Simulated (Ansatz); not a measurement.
The system is InSe.

```
CELL_PARAMETERS angstrom
2.00000 1.15470 8.44000
-2.00000 1.15470 8.44000
0.00000 -2.30940 8.44000
ATOMIC_POSITIONS crystal
In 0.88860 0.88860 0.88860
In 0.00000 0.00000 0.00000
Se 0.17190 0.17190 0.17190
Se 0.38350 0.38350 0.38350
```

```yaml
Program: Ansatz 0.2.0
Task: relaxation of cell and atoms
Functional: revPBE
Dispersion: D3(BJ)
Potentials_or_basis: Ansatz PAW
Cutoff: "420 eV (not typed: the program's choice for these potentials)"
k_mesh: 8 × 8 × 8
Occupations: fermi-dirac, width 0.05 eV
Spin: no spin polarisation
```

At the start: volume 29.24 Å³/atom.

**Question.** How do energy, volume and symmetry change on relaxing?

**Answer.** It ends after 6 steps and the volume is 28.69 Å³/atom (-1.9 %); space group R3m (No. 160, to 0.05 Å).

Step by step:
```
step  energy change (eV)  largest force (eV/Å)  volume (Å³)
   1              0.0000                0.3984       116.95
   2             -0.0274                0.0762       115.20
   3             -0.0287                0.0427       114.41
   4             -0.0295                0.0065       114.93
   5             -0.0295                0.0005       114.77
   6             -0.0291                0.0005       114.77
```

Final structure:
```yaml
crystal:
  lattice:
    - [2.01151, 1.16134, 8.18803]
    - [-2.01151, 1.16134, 8.18803]
    - [0.00000, -2.32269, 8.18803]
  atoms:
    - { symbol: In, position: [0.88757, 0.88757, 0.88757] }
    - { symbol: In, position: [0.00102, 0.00102, 0.00102] }
    - { symbol: Se, position: [0.16841, 0.16841, 0.16841] }
    - { symbol: Se, position: [0.38700, 0.38700, 0.38700] }
```

Caveat: the plane-wave basis is chosen anew once the cell has moved, so the energies of steps on either side of that aren't comparable; the PAW data sets come from PBE, with cores solved anew for the run's functional, which leaves a small shift of forces and pressure.
